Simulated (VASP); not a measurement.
# Si (P6/mmm) in VASP: convergence with k mesh

Aim: find how far k mesh must go before the results for Si settle, at PBE. This setting moves, with any that are tied to it; all else stays.

Everything below comes from runs of VASP 6.6.1. Logs are shortened: lines on timing, memory, paths and dates and some standing lists are left out, and cuts for length are marked.

## (1) Starting point

Symmetry: P6/mmm, No. 191, hexagonal system. The conventional cell has a = 2.621 Å, b = 2.621 Å, c = 2.466 Å, α = 90.00°, β = 90.00°, γ = 120.00°. Around Si (site symmetry 6/mmm) lie 8 Si at 2.47 to 2.62 Å.

This isn't the form of Si at room conditions, which is diamond.

## (2) With k mesh 3 × 3 × 3

Input file INCAR:

```
  PREC = Accurate
  ENCUT = 520
  EDIFF = 1E-6
  ISMEAR = 0
  SIGMA = 0.02
  LREAL = False
  LASPH = True
  NELM = 100
  ALGO = Fast
  ISIF = 2
  LWAVE = False
  LCHARG = False
  GGA = PE
  NBANDS = 8
```

Input file KPOINTS:

```
regular mesh
0
Gamma
  3 3 3
```

Input file POSCAR:

```
Si
1.0
    2.6205428149      0.0000000000      0.0000000000
   -1.3102714075      2.2694566494      0.0000000000
    0.0000000000      0.0000000000      2.4663543900
Si
1
Direct
    0.0000000000      0.0000000000      0.0000000000
```

Potentials or basis: VASP PAW PBE potentials, release 64 (Si).

Launch:

```console
$ cat potpaw_PBE.64/Si/POTCAR > POTCAR
$ mpirun -np 1 vasp_std > vasp.out
```

Run time: 1.6 s. Hardware: 1 thread of AMD EPYC 9R45 (Zen 5), shared host; peak memory 0.08 GiB.

Results:

```
Free energy            : -4.6660 eV
Pressure               : 2.7 GPa
Band gap on the k mesh : none (metal or under the smearing width)
```

## (3) With k mesh 4 × 4 × 4

INCAR is that of step 2.

Input file KPOINTS:

```
regular mesh
0
Gamma
  4 4 4
```

POSCAR is that of step 2.

Potentials or basis: VASP PAW PBE potentials, release 64 (Si).

Launch:

```console
$ cat potpaw_PBE.64/Si/POTCAR > POTCAR
$ mpirun -np 1 vasp_std > vasp.out
```

Wall time 1.8 s (1 thread of AMD EPYC 9R45 (Zen 5), shared host); peak memory 0.08 GiB.

What came out:

```yaml
Free_energy: -4.8836 eV
Pressure: 5.6 GPa
Band_gap_on_the_k_mesh: none (metal or under the smearing width)
```

## (4) With k mesh 5 × 5 × 5

INCAR is that of step 3.

Input file KPOINTS:

```
regular mesh
0
Gamma
  5 5 5
```

POSCAR is that of step 3.

Launch:

```console
$ cat potpaw_PBE.64/Si/POTCAR > POTCAR
$ mpirun -np 1 vasp_std > vasp.out
```

Run time: 1.9 s. Hardware: 1 thread of AMD EPYC 9R45 (Zen 5), shared host; peak memory 0.08 GiB.

Results:

| Quantity | Value |
| --- | --- |
| Free energy | -4.9082 eV |
| Pressure | 7.1 GPa |
| Band gap on the k mesh | none (metal or under the smearing width) |

## (5) With k mesh 7 × 7 × 6

INCAR is that of step 4.

Input file KPOINTS:

```
regular mesh
0
Gamma
  7 7 6
```

POSCAR is that of step 4.

Launch:

```console
$ cat potpaw_PBE.64/Si/POTCAR > POTCAR
$ mpirun -np 1 vasp_std > vasp.out
```

Wall time 2.5 s (1 thread of AMD EPYC 9R45 (Zen 5), shared host); peak memory 0.08 GiB.

What came out:

```
Free energy            : -5.2013 eV
Pressure               : 3.1 GPa
Band gap on the k mesh : none (metal or under the smearing width)
```

## (6) With k mesh 8 × 8 × 8

INCAR is that of step 5.

Input file KPOINTS:

```
regular mesh
0
Gamma
  8 8 8
```

POSCAR is that of step 5.

Potentials or basis: VASP PAW PBE potentials, release 64 (Si).

Launch:

```console
$ cat potpaw_PBE.64/Si/POTCAR > POTCAR
$ mpirun -np 1 vasp_std > vasp.out
```

Run time: 3.2 s. Hardware: 1 thread of AMD EPYC 9R45 (Zen 5), shared host; peak memory 0.08 GiB.

What came out:

- Free energy: -5.1105 eV
- Pressure: 3.6 GPa
- Band gap on the k mesh: none (metal or under the smearing width)

## (7) With k mesh 10 × 10 × 10

INCAR is that of step 6.

Input file KPOINTS:

```
regular mesh
0
Gamma
  10 10 10
```

POSCAR is that of step 6.

Launch:

```console
$ cat potpaw_PBE.64/Si/POTCAR > POTCAR
$ mpirun -np 1 vasp_std > vasp.out
```

Run time: 4.4 s. Hardware: 1 thread of AMD EPYC 9R45 (Zen 5), shared host; peak memory 0.08 GiB.

Results:

```yaml
Free_energy: -5.1079 eV
Pressure: 2.9 GPa
Band_gap_on_the_k_mesh: none (metal or under the smearing width)
```

## (8) With k mesh 13 × 13 × 12

INCAR is that of step 7.

Input file KPOINTS:

```
regular mesh
0
Gamma
  13 13 12
```

POSCAR is that of step 7.

Launch:

```console
$ cat potpaw_PBE.64/Si/POTCAR > POTCAR
$ mpirun -np 1 vasp_std > vasp.out
```

Run time: 6.4 s. Hardware: 1 thread of AMD EPYC 9R45 (Zen 5), shared host; peak memory 0.09 GiB.

Results:

```
Free energy            : -5.1111 eV
Pressure               : 3.4 GPa
Band gap on the k mesh : none (metal or under the smearing width)
```

## (9) With k mesh 16 × 16 × 15

INCAR is that of step 8.

Input file KPOINTS:

```
regular mesh
0
Gamma
  16 16 15
```

POSCAR is that of step 8.

Potentials or basis: VASP PAW PBE potentials, release 64 (Si).

Launch:

```console
$ cat potpaw_PBE.64/Si/POTCAR > POTCAR
$ mpirun -np 1 vasp_std > vasp.out
```

OUTCAR:

```text
PREC = Accurate
   ENCUT = 520
   EDIFF = 1E-6
   ISMEAR = 0
   LREAL = False
   LASPH = True
   NELM = 100
   ISIF = 2
   GGA = PE

 ion  position               nearest neighbor table
   1  0.000  0.000  0.000-

  LATTYP: Found a hexagonal cell.
 ALAT       =     2.6205428149
 C/A-ratio  =     0.9411616463

  Lattice vectors:

 A1 = (   2.6205428149,   0.0000000000,   0.0000000000)
 A2 = (  -1.3102714075,   2.2694566494,   0.0000000000)
 A3 = (   0.0000000000,   0.0000000000,   2.4663543900)

Analysis of symmetry for initial positions (statically):
=====================================================================
 Subroutine PRICEL returns:
 Original cell was already a primitive cell.

 Routine SETGRP: Setting up the symmetry group for a
 hexagonal supercell.

 Subroutine GETGRP returns: Found 24 space group operations
 (whereof 24 operations were pure point group operations)
 out of a pool of 24 trial point group operations.

The static configuration has the point symmetry D_6h.

Analysis of symmetry for dynamics (positions and initial velocities):
=====================================================================
 Subroutine PRICEL returns:
 Original cell was already a primitive cell.

 Routine SETGRP: Setting up the symmetry group for a
 hexagonal supercell.

 Subroutine GETGRP returns: Found 24 space group operations
 (whereof 24 operations were pure point group operations)
 out of a pool of 24 trial point group operations.

The dynamic configuration has the point symmetry D_6h.

 Subroutine INISYM returns: Found 24 space group operations
 (whereof 24 operations are pure point group operations),
 and found     1 'primitive' translations

----------------------------------------------------------------------------------------

                                     Primitive cell

  volume of cell :      14.6679

  direct lattice vectors                    reciprocal lattice vectors
     2.620542815  0.000000000  0.000000000     0.381600329  0.220317053  0.000000000
    -1.310271407  2.269456649  0.000000000     0.000000000  0.440634105  0.000000000
     0.000000000  0.000000000  2.466354390     0.000000000  0.000000000  0.405456736

  length of vectors
     2.620542815  2.620542815  2.466354390     0.440634105  0.440634105  0.405456736

  position of ions in fractional coordinates (direct lattice)
     0.000000000  0.000000000  0.000000000

  ion indices of the primitive-cell ions
   primitive index   ion index
                 1           1

----------------------------------------------------------------------------------------

 KPOINTS: regular mesh

Automatic generation of k-mesh.
 Grid dimensions read from file:
 generate k-points for:   16   16   15

 Generating k-lattice:

  Cartesian coordinates                     Fractional coordinates (reciprocal lattice)
     0.023850021  0.013769816  0.000000000     0.062500000  0.000000000  0.000000000
     0.000000000  0.027539632  0.000000000     0.000000000  0.062500000  0.000000000
     0.000000000  0.000000000  0.027030449     0.000000000  0.000000000  0.066666667

  Length of vectors
     0.027539632  0.027539632  0.027030449

  Shift w.r.t. Gamma in fractional coordinates (k-lattice)
     0.000000000  0.000000000  0.000000000

 Subroutine IBZKPT returns following result:
 ===========================================

 Found    240 irreducible k-points:

 Following reciprocal coordinates:
            Coordinates               Weight
  0.000000  0.000000  0.000000      1.000000
  0.062500  0.000000  0.000000      6.000000
  0.125000  0.000000  0.000000      6.000000
  0.187500  0.000000  0.000000      6.000000
  0.250000  0.000000  0.000000      6.000000
  0.312500  0.000000  0.000000      6.000000
[... 16 lines left out ...]
  0.187500  0.187500  0.000000      6.000000
  0.250000  0.187500  0.000000     12.000000
 [... further k-points ...]
   k-points           NKPTS =    240   k-points in BZ     NKDIM =    240   number of bands    NBANDS=      8
   number of dos      NEDOS =    301   number of ions     NIONS =      1
   total plane-waves  NPLWV =   7200
   dimension x,y,z NGX =    20 NGY =   20 NGZ =   18
   dimension x,y,z NGXF=    40 NGYF=   40 NGZF=   36
   ions per type =               1
   NGX,Y,Z   is equivalent  to a cutoff of  12.69, 12.69, 12.13 a.u.
   NGXF,Y,Z  is equivalent  to a cutoff of  25.38, 25.38, 24.27 a.u.
 SYSTEM =  unknown system
   PREC   = accura    normal or accurate (medium, high low for compatibility)
   ISTART =      0    job   : 0-new  1-cont  2-samecut
   ICHARG =      2    charge: 1-file 2-atom 10-const
   ISPIN  =      1    spin polarized calculation?
   LNONCOLLINEAR =      F non collinear calculations
   LSORBIT =      F    spin-orbit coupling
   LASPH  =      T    aspherical Exc in radial PAW
   ENCUT  =  520.0 eV  38.22 Ry    6.18 a.u.   4.87  4.87  4.59*2*pi/ulx,y,z
   NELM   =    100;   NELMIN=  2; NELMDL= -5     # of ELM steps
   EDIFF  = 0.1E-05   stopping-criterion for ELM
   LREAL  =      F    real-space projection
   EDIFFG = 0.1E-04   stopping-criterion for IOM
   NSW    =      0    number of steps for IOM
   IBRION =     -1    ionic relax: 0-MD 1-quasi-New 2-CG
   NFREE  =      0    steps in history (QN), initial steepest desc. (CG)
   ISIF   =      2    stress and relaxation
   ISYM   =      2    0-nonsym 1-usesym 2-fastsym
   POTIM  = 0.5000    time-step for ionic-motion
   TEBEG  =    0.0;   TEEND  =   0.0 temperature during run
   PSTRESS=    0.0 pullay stress
   NELECT =       4.0000    total number of electrons
   NUPDOWN=      -1.0000    fix difference up-down
   EMIN   =  10.00;   EMAX   =-10.00  energy-range for DOS
   EFERMI =   0.00;   METHOD = LEGACY
   ISMEAR =     0;   SIGMA  =   0.02  broadening in eV -4-tet -1-fermi 0-gaus
   EFERMI_NEDOS =   21; number of points for ismear=-14 and -15
   IALGO  =     68    algorithm
   IMIX   =      4    mixing-type and parameters
     AMIX     =   0.40;   BMIX     =  1.00
     AMIX_MAG =   1.60;   BMIX_MAG =  1.00
  volume/ion in A,a.u.               =      14.67        98.98
  Fermi-wavevector in a.u.,A,eV,Ry     =   1.061627  2.006184 15.334472  1.127052
  Thomas-Fermi vector in A             =   2.197050
   LORBIT       =      0    0 simple, 1 ext, 2 COOP (PROOUT), +10 PAW based schemes
   GGA     = PE    functional components
   LHFCALC =     F    Hartree Fock is set to
   AEXX    =    0.0000 exact exchange contribution
   IVDW    =     0    specifies the selected vdW correction
   LEPSILON=     F    determine dielectric tensor
   LRPA    =     F    only Hartree local field effects (RPA)
 non-spin polarized calculation
 RMM-DIIS sequential band-by-band and
 Gauss-broadening in eV      SIGMA  =   0.02
  energy-cutoff  :      520.00
  volume of cell :       14.67
 maximum number of plane-waves:       409
 NGX is ok and might be reduce to    20
   NGX =  9   NGY =  9   NGZ =  9

 number of electron       4.0000000 magnetization

 Free energy of the ion-electron system (eV)
  ---------------------------------------------------
  ext. energy  EPLUGINS =         0.00000000
  ---------------------------------------------------
  free energy    TOTEN  =        -5.11104226 eV

  energy without entropy =       -5.11097245  energy(sigma->0) =       -5.11100736

 E-fermi :   9.7112     XC(G=0): -11.0696

 val. band max:        9.6939764240   @ k =   0.3750   0.0625   0.4000
 cond. band min:       9.7196337196   @ k =   0.3750   0.2500   0.4000
 fundamental gap:      0.0256572956
 Fermi energy:         9.7111597703

 k-point     1 :       0.0000    0.0000    0.0000
  band No.  band energies     occupation
      1      -4.4474      2.00000
      2      17.1921      0.00000
      3      17.7006      0.00000
      4      20.0687      0.00000
      5      20.0687      0.00000
      6      21.9745      0.00000
      7      21.9745      0.00000
      8      27.3379      0.00000

 k-point     2 :       0.0625    0.0000    0.0000
  band No.  band energies     occupation
      1      -4.3377      2.00000
      2      16.7691      0.00000
      3      17.7927      0.00000
      4      19.3049      0.00000
      5      19.3132      0.00000
      6      22.0217      0.00000
      7      22.9200      0.00000
      8      28.4879      0.00000
[... 221 lines left out ...]
 k-point    23 :       0.1875    0.1875    0.0000
  band No.  band energies     occupation
      1      -1.5095      2.00000
      2       9.7945      0.00000
      3      10.6815      0.00000
      4      20.1487      0.00000
      5      21.3411      0.00000
      6      24.4487      0.00000
      7      27.5734      0.00000
      8      29.5299      0.00000

 k-point    24 :       0.2500    0.1875    0.0000
  band No.  band energies     occupation
      1      -0.4363      2.00000
      2       7.9270      2.00000
      3       9.7372      0.06516
      4      21.0183      0.00000
      5      22.0164      0.00000
      6      25.2286      0.00000
      7      28.2408      0.00000
      8      28.8220      0.00000

 [... further k-points ...]
[... 5 lines left out ...]
  --------------------------------------------------------------------------------------
  -------------------------------------------------------------------------------------
  Total        0.3005172      0.3005172      0.2173317     -0.0000000     -0.0000000      0.0000000
  in kB       32.8254908     32.8254908     23.7391422     -0.0000000     -0.0000000      0.0000000
  external PRESSURE =      29.7967079 kB  Pullay stress =       0.0000000 kB

 VOLUME and BASIS-vectors are now :
 -----------------------------------------------------------------------------
  energy-cutoff  :      520.00
  volume of cell :       14.67
      direct lattice vectors                 reciprocal lattice vectors
     2.620542815  0.000000000  0.000000000     0.381600329  0.220317053  0.000000000
    -1.310271407  2.269456649  0.000000000     0.000000000  0.440634105  0.000000000
     0.000000000  0.000000000  2.466354390     0.000000000  0.000000000  0.405456736

 POSITION                                       TOTAL-FORCE (eV/Angst)
 -----------------------------------------------------------------------------------
      0.00000      0.00000      0.00000        -0.000000      0.000000      0.000000
 -----------------------------------------------------------------------------------
    total drift:                               -0.000000     -0.000000      0.000000

  FREE ENERGIE OF THE ION-ELECTRON SYSTEM (eV)
  ---------------------------------------------------
  free  energy   TOTEN  =        -5.1110422611 eV

  energy  without entropy=       -5.1109724490  energy(sigma->0) =       -5.11100736
```

Wall time 9.8 s (1 thread of AMD EPYC 9R45 (Zen 5), shared host); peak memory 0.1 GiB.

Results:

```
Free energy            : -5.1110 eV
Pressure               : 3.0 GPa
Band gap on the k mesh : none (metal or under the smearing width)
```

## (10) Summary

```tsv
k mesh	energy less the tightest run, at zero smearing (meV/atom)	pressure (GPa)	SCF cycles	CPU time (s)	peak memory (GiB)
3 × 3 × 3	447.48	2.68	10	0.7	0.08
4 × 4 × 4	228.10	5.56	10	0.9	0.08
5 × 5 × 5	203.27	7.08	10	1	0.08
7 × 7 × 6	-90.09	3.13	10	1.6	0.08
8 × 8 × 8	0.47	3.64	10	2.2	0.08
10 × 10 × 10	3.26	2.93	10	3.4	0.08
13 × 13 × 12	-0.06	3.37	10	5.5	0.09
16 × 16 × 15	0.00	2.98	10	8.9	0.1
```

Against the tightest run, the energy stays within 1 meV/atom from 13 × 13 × 12 on. Not settled before the last step: the pressure (to 0.1 GPa). Meshes of other sizes hit other points, so gaps and Fermi surfaces needn't settle smoothly. The tightest run that finished is the yardstick and may itself not be fully converged.
